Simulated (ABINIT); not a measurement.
Runs of ABINIT 10.8.3 (patched build) on Cl. It takes space group Cmce (No. 64, orthorhombic). The conventional cell has a = 6.290 Å, b = 4.500 Å, c = 8.210 Å, α = 90.00°, β = 90.00°, γ = 90.00°. Cl (site symmetry m) is surrounded by 1 Cl at 2.02 Å. 

```csv
task,level,potentials or basis,k mesh,cutoff (eV),smearing,stop of the response cycle (tolvrs),acoustic sum rule (asr),bands in the sums,one-shot functional,mesh quality,gap on the mesh (eV),pressure (GPa),largest force (eV/Å)
phonons,PBE,PseudoDojo NC SR PBE v0.4.1 standard,6 × 6 × 4,789,fixed,1e-08,1,-,-,not flagged,-,0.6,0.09
one-shot levels of the hybrid PBE0,PBE,PseudoDojo NC SR PBE v0.4.1 standard,4 × 4 × 2,599,fixed,-,-,22,PBE0,coarse,(a),-,-
one-shot levels of the hybrid PBE0,LDA,PseudoDojo NC SR LDA v0.4.1 standard,4 × 4 × 2,599,fixed,-,-,22,PBE0,coarse,2.32,-,-
single point,PBE,PseudoDojo NC SR PBE v0.5 standard,5 × 5 × 3,789,fermi-dirac 0.05 eV,-,-,-,-,not flagged,(b),0.6,0.09
phonons,PBE,PseudoDojo NC SR PBE v0.4.1 standard,6 × 6 × 4,599,fixed,1e-08,2,-,-,not flagged,-,0.2,0.10
```

Alike in all rows: no spin polarisation; cell as given.

Task: Fill in the values left out.

Result: (a) 2.47; (b) 2.48.

Caveats: some runs use coarse meshes; some modes are imaginary (some runs); an odd mesh through Γ misses points on the zone boundary, where band edges often lie (some runs).

Not every run made on this cell is shown here.
